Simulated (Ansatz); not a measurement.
## Guessed and relaxed cells of Si

The guess for Si was made by a generator: 6-connected net of one element (P4_132, No. 213). Lengths were set from tabulated atomic sizes, so they are only a guess.

start.cif

```cif
data_structure
_symmetry_space_group_name_H-M 'P4_132'
_symmetry_Int_Tables_number 213
_cell_length_a 3.8428
_cell_length_b 3.8428
_cell_length_c 3.8428
_cell_angle_alpha 90.000
_cell_angle_beta 90.000
_cell_angle_gamma 90.000
_cell_volume 56.75
loop_
_atom_site_label
_atom_site_type_symbol
_atom_site_symmetry_multiplicity
_atom_site_Wyckoff_symbol
_atom_site_fract_x
_atom_site_fract_y
_atom_site_fract_z
_atom_site_occupancy
Si1 Si 4 a 0.87500 0.12500 0.62500 1
```

Method: DFT PBE, scalar-relativistic, plane waves, PAW in Ansatz. Cutoff 420 eV, Gaussian smearing, Γ-centred meshes. Cell and atoms relax first on a coarse mesh and then on a finer one. In between, the cell is made exact in the group found at 0.06 Å. In metals the finer mesh still leaves noise of several meV/atom or more. The steps can't lower the symmetry of their start. No spin polarisation.

end.cif

```cif
data_structure
_symmetry_space_group_name_H-M 'P4_132'
_symmetry_Int_Tables_number 213
_cell_length_a 4.1104
_cell_length_b 4.1104
_cell_length_c 4.1104
_cell_angle_alpha 90.000
_cell_angle_beta 90.000
_cell_angle_gamma 90.000
_cell_volume 69.45
loop_
_atom_site_label
_atom_site_type_symbol
_atom_site_symmetry_multiplicity
_atom_site_Wyckoff_symbol
_atom_site_fract_x
_atom_site_fract_y
_atom_site_fract_z
_atom_site_occupancy
Si1 Si 4 a 0.87500 0.12500 0.62500 1
```

The symmetry stays P4_132 (No. 213). The volume per atom grows by 22.4 %, from 14.2 to 17.4 Å³. The shortest distance goes from 2.35 Å (Si–Si) to 2.52 Å (Si–Si). The energy falls by about 0.23 eV/atom (the start's value is from the coarse mesh).

For Si, the volume per atom is 17.36 Å³, the density is 2.69 g/cm³ and the energy over the standard state is +0.45 eV/atom. The gap on the 12×12×12 mesh of the 4-atom cell is 0 eV (a metal).

Energies count from the standard state of Si at the same level. It lies above the standard state, so it could only be metastable.

The last run used Gaussian smearing of 0.10 eV. Symmetry constrained the relaxation, so the result can be a saddle point. In all, the 3 runs took 37 s on 1 thread of AMD EPYC 7R43 64-Core Processor (Zen 3) (shared host). Another cell of Si relaxed alike, in P6_122, lies 296 meV/atom lower, so this cell isn't the stable form at this level.
